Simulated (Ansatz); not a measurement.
A plane-wave DFT run in Ansatz 0.2.0 (scalar-relativistic PAW potentials unless the input names others): input and command.

```yaml
crystal:
  lattice:
    - [3.6548003657, 0.0, 0.0]
    - [-1.8274001828, 3.1651499625, 0.0]
    - [0.0, 0.0, 5.1978628166]
  atoms:
    - { symbol: Hf, position: [0.0, 1.0, 0.0] }
    - { symbol: S, position: [0.6666666667, 0.3333333333, 0.726290642] }
    - { symbol: S, position: [0.3333333333, 0.6666666667, 0.273709358] }
    - { symbol: H, position: [0.0, 0.0, 0.5] }
basis:
  ecutwfc: 420
kpoints:
  mp_grid: { grid: [15, 15, 10] }
hamiltonian:
  xc: pbe
  dispersion: d3bj
scf:
  occupations: { method: gaussian, width: 0.1 }
output:
  forces: true
  eigenvalues: true
  stress: true
```

```bash
ansatz run input.yaml --threads 2 --pin off --max-ram 5120MiB --backend cpu --events-out ev --progress --plain --runs-dir out
```

Abridged log:
```
Pseudopotentials: kind: paw
Pseudopotential: Hf, paw, valence charge 26, recommended cutoff 420 eV (normal)
Pseudopotential: S, paw, valence charge 6, recommended cutoff 420 eV (normal)
Pseudopotential: H, paw, valence charge 1, recommended cutoff 420 eV (normal)
Functional definition: PBE
Crystal: 4 atoms, lattice volume = 60.129 Å³
Basis set: ecut = 420 eV, 1157 PW (Γ), exchange–correlation on 50×50×72 points (8 copies of the dense FFT grid, shifted against one another)
Bands: 24, of which v1, the nominal top of the filled ones, is band 20 counted from 1 (19 counted from 0)
Symmetry: 12 space group operations
Space group: P-3m1 (ITA 164), of the structure as read, at distance tolerance 3.9e-5 Å
k-points: 238 of 2250
Initial density: superposition of atomic densities (neutral atoms: chi_scale 0, normalization atom), corrected by the library's trained network
Initial wavefunctions: pseudopotential atomic-orbital guess
Functional: x = pbe(κ = 0.804, μ = 0.21951497), c = pbe(β = 0.06672455)
SCF iter   1: F=—  HF=-17545.003978 eV  |F-HF|=—  |Δ(HF+E_count)|=         —  Δρ=3.30e-3  dr2=6.55e-3  ethr=1.77e-3  ⟨swp⟩=5.0  Hψ=23373  notcnv=0
SCF iter   2: F=—  HF=-17545.002913 eV  |F-HF|=—  |Δ(HF+E_count)|=   1.07e-3  Δρ=1.80e-3  dr2=1.79e-3  ethr=1.68e-5  ⟨swp⟩=2.0  Hψ=8418  notcnv=0
SCF iter   3: F=—  HF=-17545.002977 eV  |F-HF|=—  |Δ(HF+E_count)|=   6.45e-5  Δρ=4.22e-4  dr2=2.01e-4  ethr=4.60e-6  ⟨swp⟩=2.0  Hψ=9070  notcnv=0
SCF iter   4: F=—  HF=-17545.002852 eV  |F-HF|=—  |Δ(HF+E_count)|=   1.25e-4  Δρ=2.26e-4  dr2=4.03e-5  ethr=5.15e-7  ⟨swp⟩=2.0  Hψ=10221  notcnv=0
SCF iter   5: F=—  HF=-17545.002932 eV  |F-HF|=—  |Δ(HF+E_count)|=   8.00e-5  Δρ=7.94e-5  dr2=4.52e-6  ethr=1.03e-7  ⟨swp⟩=2.0  Hψ=8898  notcnv=0
SCF iter   6: F=—  HF=-17545.002932 eV  |F-HF|=—  |Δ(HF+E_count)|=   7.36e-7  Δρ=2.16e-5  dr2=3.33e-7  ethr=1.16e-8  ⟨swp⟩=2.0  Hψ=9120  notcnv=0
SCF iter   7: F=-17545.002933 eV  HF=-17545.002933 eV  |F-HF|=6.95e-8  |Δ(HF+E_count)|=   1.99e-7  Δρ=7.07e-6  dr2=9.14e-8  ethr=2.56e-10  ⟨swp⟩=4.5  Hψ=21057  notcnv=0
SCF 1 converged in 7 iterations: F = -17545.002933 eV  dr2 = 9.14e-8
SCF converged after 7 iterations
Free energy (F): -17545.002933 eV
Harris-Foulkes:  -17545.002933 eV  (|F-HF|=6.95e-8)
Internal energy: -17544.994584 eV  (E = F + TS)
E sigma→0 (E₀):  -17544.998758 eV
Entropy (-TS):   -0.008349 eV (-2.087 meV/atom)
Fermi energy:    11.967595 eV
  E_disp       = -1.328149  (pairwise vdW)
--- Forces (eV/Å), atoms counted from 1 ---
  atom   1  Hf     0.00000000     0.00000000     0.00000000
  atom   2  S      0.00000000     0.00000000    -0.01151143
  atom   3  S      0.00000000     0.00000000     0.01151143
  atom   4  H      0.00000000     0.00000000     0.00000000
--- Stress (GPa, compression-positive) ---
        0.072592       0.000000       0.000000
        0.000000       0.072592       0.000000
        0.000000       0.000000       0.043158
  P = ⅓ Tr σ = 0.0628 GPa (0.628 kbar)
```

Apart from outputs, empty bands and the relaxation, which only the reference makes, the input differs from a reference run on usual settings in kpoints.mp_grid.grid: [12, 12, 8] → [15, 15, 10]. The reference, at the same geometry, ended its own course with pressure 0.02 GPa, largest force 0.001 eV/Å, no gap on the mesh. This run converged in 7 SCF iterations with an energy at zero smearing 0.34 meV/atom above the reference's, pressure 0.06 GPa, largest force 0.012 eV/Å, no gap on the mesh.

It took 9.1 s on 2 threads of Arm Neoverse V1 (shared host), peak memory 0.53 GiB.